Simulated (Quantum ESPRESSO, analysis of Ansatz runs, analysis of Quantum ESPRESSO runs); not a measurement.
# Si donor on a Ga site in GaAs: local vibrational mode against experiment (Quantum ESPRESSO), part 2 of 2

Subject: Si donor on a Ga site in GaAs. Wanted: its local vibrational mode, in one set-up (PBEsol, GBRV 1.5 PBEsol, 32-site cell, PBEsol lattice, k: 2x2x2 shifted). The model is a cell of 32 host atoms with 1 Ga taken out and 1 Si put in. The frequencies come from force constants among the defect atom and its neighbours, with the masses of the isotopes named. A local or semilocal functional is the cheapest first rung.

Quantum ESPRESSO 7.5; PBEsol, GBRV 1.5 PBEsol, 32-site cell, PBEsol lattice, k: 2x2x2 shifted.

So far: The starting structure; Relaxation, charge +1.

### Step 3. Atom Si7 moved by 0.015 A along x

Force constants come from the forces after small displacements; symmetry gives the rest. One such run is shown.

This step: Quantum ESPRESSO plane-wave DFT, PBEsol, GBRV 1.5 PBEsol potentials; single point of a defect supercell.

pw.in

```
&CONTROL
  calculation = 'scf'
  prefix = 'pwscf'
  outdir = './tmp'
  pseudo_dir = './pseudo'
  tprnfor = .true.
  disk_io = 'low'
/
&SYSTEM
  ibrav = 0
  nat = 32
  ntyp = 3
  ecutwfc = 45
  ecutrho = 360
  nbnd = 188
  occupations = 'smearing'
  smearing = 'fd'
  degauss = 0.00073499
  tot_charge = 1
/
&ELECTRONS
  conv_thr = 1d-10
  electron_maxstep = 100
  mixing_beta = 0.5
/
ATOMIC_SPECIES
Ga    69.7230 ga_pbesol_v1.4.uspp.F.UPF
Si    28.0850 si_pbesol_v1.uspp.F.UPF
As    74.9216 as_pbesol_v1.uspp.F.UPF
CELL_PARAMETERS angstrom
  -5.6543511318    5.6543511318   -5.6543511318
   5.6543511318    5.6543511318    5.6543511318
   5.6543511318   -5.6543511318   -5.6543511318
ATOMIC_POSITIONS crystal
Ga    -0.0023048817    0.0008292422   -0.0023048817
Ga    -0.0023048817    0.2476951183    0.7508292422
[... 1 atom line left out ...]
Ga     0.0031341239    0.7523048817    0.2500000000
[... 1 atom line left out ...]
Ga     0.2500000000    0.2531341239    0.5023048817
Si     0.2500000000    0.5013264121    0.2513264121
Ga     0.2500000000    0.7523048817    0.0031341239
Ga     0.4968658761   -0.0008292422    0.4968658761
[... 1 atom line left out ...]
Ga     0.5023048817    0.5000000000    0.0031341239
Ga     0.4968658761    0.7468658761    0.7491707578
[... 3 atom lines left out ...]
Ga     0.7491707578    0.7468658761    0.4968658761
[... 2 atom lines left out ...]
As     0.0054322489    0.5000000000    0.2500000000
[... 2 atom lines left out ...]
As     0.2500000000    0.2554322489    0.2500000000
As     0.2500000000    0.5000000000    0.0054322489
[... 4 atom lines left out ...]
As     0.4945677511    0.7445677511    0.4945677511
[... 3 atom lines left out ...]
As     0.7517926183    0.7499211828    0.2500000000
K_POINTS automatic
2 2 2 1 1 1
```

Command:

```bash
OMP_NUM_THREADS=1 pw.x -in pw.in > pw.out
```

The log of the run:

```text
[banner, memory and clock lines left out]
          URL

     Message from routine setup:
     using ibrav=0 with symmetry is DISCOURAGED, use correct ibrav instead

     G-vector sticks info

     bravais-lattice index     =            0
     lattice parameter (alat)  =      18.5073  a.u.
     unit-cell volume          =    4879.8325 (a.u.)^3
     number of atoms/cell      =           32
     number of atomic types    =            3
     number of electrons       =       368.00
     number of Kohn-Sham states=          188
     kinetic-energy cutoff     =      45.0000  Ry
     charge density cutoff     =     360.0000  Ry
     scf convergence threshold =      1.0E-10
     mixing beta               =       0.5000
     number of iterations used =            8  plain     mixing
     Exchange-correlation= SLA  PW   PSX  PSC
                           (   1   4  10   8   0   0   0)

     celldm(1)=  18.507266  celldm(2)=   0.000000  celldm(3)=   0.000000
     celldm(4)=   0.000000  celldm(5)=   0.000000  celldm(6)=   0.000000

     crystal axes: (cart. coord. in units of alat)
               a(1) = (  -0.577350   0.577350  -0.577350 )
               a(2) = (   0.577350   0.577350   0.577350 )
               a(3) = (   0.577350  -0.577350  -0.577350 )

     reciprocal axes: (cart. coord. in units 2 pi/alat)
               b(1) = (  0.000000  0.866025 -0.866025 )
               b(2) = (  0.866025  0.866025 -0.000000 )
               b(3) = (  0.866025  0.000000 -0.866025 )

     PseudoPot. # 1 for Ga read from file:
     ga_pbesol_v1.4.uspp.F.UPF
     Pseudo is Ultrasoft + core correction, Zval = 19.0
     Generated by new atomic code, or converted to UPF format
     Using radial grid of  871 points,  6 beta functions with:
                l(1) =   0
                l(2) =   0
                l(3) =   1
                l(4) =   1
                l(5) =   2
                l(6) =   2
     Q(r) pseudized with  8 coefficients,  rinner =    1.250   1.250   1.250
                                                       1.250   1.250

     PseudoPot. # 2 for Si read from file:
     si_pbesol_v1.uspp.F.UPF
     Pseudo is Ultrasoft + core correction, Zval =  4.0
     Generated by new atomic code, or converted to UPF format
     Using radial grid of  899 points,  6 beta functions with:
                l(1) =   0
                l(2) =   0
                l(3) =   1
                l(4) =   1
[...]
Q(r) pseudized with  8 coefficients,  rinner =    0.900   0.900   0.900
                                                       0.900   0.900

     PseudoPot. # 3 for As read from file:
     as_pbesol_v1.uspp.F.UPF
     Pseudo is Ultrasoft + core correction, Zval =  5.0
     Generated by new atomic code, or converted to UPF format
     Using radial grid of  875 points,  6 beta functions with:
[...]
l(2) =   0
                l(3) =   1
                l(4) =   1
                l(5) =   2
                l(6) =   2
     Q(r) pseudized with  8 coefficients,  rinner =    1.300   1.300   1.300
                                                       1.300   1.300

     atomic species   valence    mass     pseudopotential
     Ga               19.00    69.72300     Ga( 1.00)
     Si                4.00    28.08500     Si( 1.00)
     As                5.00    74.92160     As( 1.00)

      4 Sym. Ops. (no inversion) found ( 3 have fractional translation)

   Cartesian axes

     site n.     atom                  positions (alat units)
         1        Ga     tau(   1) = (   0.0004788   0.0004788   0.0031402  )
         2        Ga     tau(   2) = (   0.5778290  -0.2918153  -0.2891539  )
         3        Ga     tau(   3) = (   0.5768715   0.0004788  -0.0031402  )
         4        Ga     tau(   4) = (   0.5768715   0.2918153   0.2881964  )
         5        Ga     tau(   5) = (   0.2886751  -0.2886751  -0.5773503  )
         6        Ga     tau(   6) = (   0.2918153   0.0004788  -0.2881964  )
         7        Si     tau(   7) = (   0.2902067   0.2886751  -0.0000000  )
         8        Ga     tau(   8) = (   0.2918153   0.5768715   0.2881964  )
         9        Ga     tau(   9) = (  -0.0004788  -0.0004788  -0.5742101  )
        10        Ga     tau(  10) = (   0.0004788   0.2918153  -0.2881964  )
        11        Ga     tau(  11) = (   0.0004788   0.5768715  -0.0031402  )
        12        Ga     tau(  12) = (   0.5768715   0.2855349  -0.2881964  )
        13        Ga     tau(  13) = (  -0.2886751   0.2886751  -0.5773503  )
        14        Ga     tau(  14) = (  -0.2918153   0.5778290  -0.2891539  )
        15        Ga     tau(  15) = (   0.2886751   0.2886751  -0.5773503  )
        16        Ga     tau(  16) = (   0.2855349   0.5768715  -0.2881964  )
        17        As     tau(  17) = (   0.4320232  -0.4340932  -0.4319322  )
        18        As     tau(  18) = (   0.4340932  -0.1453270  -0.1454180  )
        19        As     tau(  19) = (   0.4298764   0.1474739   0.1412013  )
        20        As     tau(  20) = (   0.4340932   0.4340932   0.4340022  )
        21        As     tau(  21) = (   0.1453270  -0.1432571  -0.4319322  )
        22        As     tau(  22) = (   0.1474739   0.1474739  -0.1412013  )
[...]
iteration #  4     ecut=    45.00 Ry     beta= 0.50
     Davidson diagonalization with overlap
     ethr =  2.60E-04,  avg # of iterations =  4.0

     total energy              =   -6875.39108468 Ry
     estimated scf accuracy    <       0.03611117 Ry

     iteration #  5     ecut=    45.00 Ry     beta= 0.50
     Davidson diagonalization with overlap
     ethr =  9.81E-06,  avg # of iterations = 10.0

     total energy              =   -6875.39603433 Ry
     estimated scf accuracy    <       0.03233163 Ry

     iteration #  6     ecut=    45.00 Ry     beta= 0.50
     Davidson diagonalization with overlap
     ethr =  8.79E-06,  avg # of iterations =  2.0

     total energy              =   -6875.40330294 Ry
     estimated scf accuracy    <       0.00042751 Ry

     iteration #  7     ecut=    45.00 Ry     beta= 0.50
     Davidson diagonalization with overlap
     ethr =  1.16E-07,  avg # of iterations =  5.7

     total energy              =   -6875.40351454 Ry
     estimated scf accuracy    <       0.00025898 Ry

     iteration #  8     ecut=    45.00 Ry     beta= 0.50
     Davidson diagonalization with overlap
     ethr =  7.04E-08,  avg # of iterations =  2.7

     total energy              =   -6875.40357964 Ry
     estimated scf accuracy    <       0.00005417 Ry

     iteration #  9     ecut=    45.00 Ry     beta= 0.50
     Davidson diagonalization with overlap
     ethr =  1.47E-08,  avg # of iterations =  3.7

     total energy              =   -6875.40358210 Ry
     estimated scf accuracy    <       0.00002154 Ry

     iteration # 10     ecut=    45.00 Ry     beta= 0.50
     Davidson diagonalization with overlap
     ethr =  5.85E-09,  avg # of iterations =  2.7

     total energy              =   -6875.40358585 Ry
     estimated scf accuracy    <       0.00000189 Ry

     iteration # 11     ecut=    45.00 Ry     beta= 0.50
     Davidson diagonalization with overlap
     ethr =  5.14E-10,  avg # of iterations =  4.0

     total energy              =   -6875.40358679 Ry
     estimated scf accuracy    <       0.00000008 Ry

     iteration # 12     ecut=    45.00 Ry     beta= 0.50
     Davidson diagonalization with overlap
     ethr =  2.21E-11,  avg # of iterations =  5.0

     total energy              =   -6875.40358678 Ry
     estimated scf accuracy    <       0.00000011 Ry

     iteration # 13     ecut=    45.00 Ry     beta= 0.50
     Davidson diagonalization with overlap
     ethr =  2.21E-11,  avg # of iterations =  2.0

     total energy              =   -6875.40358680 Ry
     estimated scf accuracy    <          4.6E-09 Ry

     iteration # 14     ecut=    45.00 Ry     beta= 0.50
     Davidson diagonalization with overlap
     ethr =  1.25E-12,  avg # of iterations =  5.0

     total energy              =   -6875.40358680 Ry
     estimated scf accuracy    <          1.1E-10 Ry

     iteration # 15     ecut=    45.00 Ry     beta= 0.50
     Davidson diagonalization with overlap
     ethr =  1.00E-13,  avg # of iterations =  5.0

     End of self-consistent calculation

          k = 0.4330 0.4330-0.4330 ( 24868 PWs)   bands (ev):

   -87.0604 -87.0604 -87.0577 -87.0577 -87.0576 -87.0576 -87.0547 -87.0546
   -87.0546 -87.0545 -87.0519 -87.0519 -87.0518 -87.0518 -87.0495 -87.0495
   -87.0494 -87.0494 -87.0476 -87.0476 -87.0468 -87.0468 -87.0467 -87.0467
   -87.0452 -87.0452 -87.0452 -87.0451 -87.0444 -87.0444 -87.0426 -87.0425
   -87.0425 -87.0425 -87.0401 -87.0401 -87.0272 -87.0272 -87.0272 -87.0239
   -87.0238 -87.0238 -87.0238 -87.0238 -87.0237  -7.7523  -7.7506  -7.7501
    -7.7499  -7.7494  -7.7481  -7.7480  -7.7478  -7.7469  -7.7293  -7.7274
    -7.7257  -7.6984  -7.6897  -7.6890  -7.6884  -7.6444  -7.6441  -7.6437
    -7.6427  -7.6426  -7.6412  -7.6408  -7.6406  -7.6289  -7.6287  -7.6284
    -7.6279  -7.6274  -7.6272  -7.6267  -7.6261  -7.6252  -7.6248  -7.6231
[...]
8.2010   8.3584   8.3636   8.3689

          k = 0.0000 0.4330 0.0000 ( 24879 PWs)   bands (ev):

[...]
8.3267   8.7737   8.9933   9.0708

          k = 0.4330 0.0000 0.0000 ( 24879 PWs)   bands (ev):

[...]
0.8060   0.8068   1.0947   2.1848   2.2692   2.2808   2.3992   3.0857
     3.0867   3.0920   3.2436   3.6845   3.8843   3.8890   3.8986   4.3672
     4.3735   4.3850   4.6457   4.6640   4.6658   4.6674   4.6799   4.7113
     4.7121   4.7356   4.7357   4.7480   4.7754   4.9762   5.6175   5.6363
     5.6465   5.7522   5.8262   5.8325   5.8773   5.9071   6.3559   6.3567
     8.3267   8.7740   8.9937   9.0679

     the Fermi energy is     7.6656 ev

!    total energy              =   -6875.40358680 Ry
     estimated scf accuracy    <          4.2E-11 Ry
     smearing contrib. (-TS)   =       0.00000000 Ry
     internal energy E=F+TS    =   -6875.40358680 Ry

     The total energy is F=E-TS. E is the sum of the following terms:
     one-electron contribution =   -6212.77776540 Ry
     hartree contribution      =    3225.39771400 Ry
     xc contribution           =   -1224.33934353 Ry
     ewald contribution        =   -2663.68419188 Ry

     convergence has been achieved in  15 iterations

     Forces acting on atoms (cartesian axes, Ry/au):

     atom    1 type  1   force =    -0.00009639   -0.00022645    0.00014810
     atom    2 type  1   force =    -0.00009639   -0.00014810    0.00022645
     atom    3 type  1   force =     0.00051363   -0.00037859   -0.00030615
     atom    4 type  1   force =     0.00051363    0.00030615    0.00037859
     atom    5 type  1   force =    -0.00027153    0.00000000    0.00000000
     atom    6 type  1   force =    -0.00013460   -0.00016025   -0.00016025
     atom    7 type  2   force =    -0.00691016   -0.00000000   -0.00000000
     atom    8 type  1   force =    -0.00013460    0.00016025    0.00016025
     atom    9 type  1   force =     0.00051363    0.00037859    0.00030615
     atom   10 type  1   force =    -0.00009639    0.00014810   -0.00022645
[...]
atom   28 type  3   force =     0.00171978    0.00107479   -0.00107479
     atom   29 type  3   force =    -0.00004271   -0.00015534    0.00002961
     atom   30 type  3   force =    -0.00004271   -0.00002961    0.00015534
     atom   31 type  3   force =    -0.00004271    0.00002961   -0.00015534
     atom   32 type  3   force =    -0.00004271    0.00015534   -0.00002961

     Total force =     0.008512     Total SCF correction =     0.000023
```

Run time: 25 min. Hardware: 1 thread of Arm Neoverse V1, shared host; peak memory 2.7 GiB.

### Step 4. Local vibrational modes

Analysis of the runs above: force constants by central differences of Quantum ESPRESSO plane-wave DFT, PBEsol, GBRV 1.5 PBEsol potentials forces among the atoms nearest to a defect, the others at rest.

The modes with the largest weight on the probed atoms (the light atom of a pair), for the masses of each isotope. Modes of the displaced atoms (local only where they lie over the host's phonons):

| isotopes | mode (cm⁻¹) | share of the defect atoms |
| --- | --- | --- |
| n | 369.5 | 0.821 |
| n | 369.5 | 0.821 |
| n | 369.5 | 0.821 |

### Step 5. Outcome

| Quantity | Value |
| --- | --- |
| distance from the defect atom to its nearest neighbour | 2.395 Å |
| threefold local mode of 28Si | 369 cm⁻¹ |

What this shows: Threefold local mode of 28Si: computed 369 cm⁻¹, measured 384 cm⁻¹; 15 cm⁻¹ (4 %) below the measurement. Only the named neighbours move, so modes near the host's band are approximate.

[Logs are printed without paths, hosts, clocks, repeated set-up lines and the standing remarks that a program may print on its own settings, such as how far it seeks lower states.]

[Hosts, paths, dates, database ids (printed as entryN), source tags and the programs' standing remarks are cut or masked in the printed files.]

[For some hosts the program warned that the k-mesh of the response run may be too coarse for force constants and the static dielectric constant; such warnings are not shown here.]
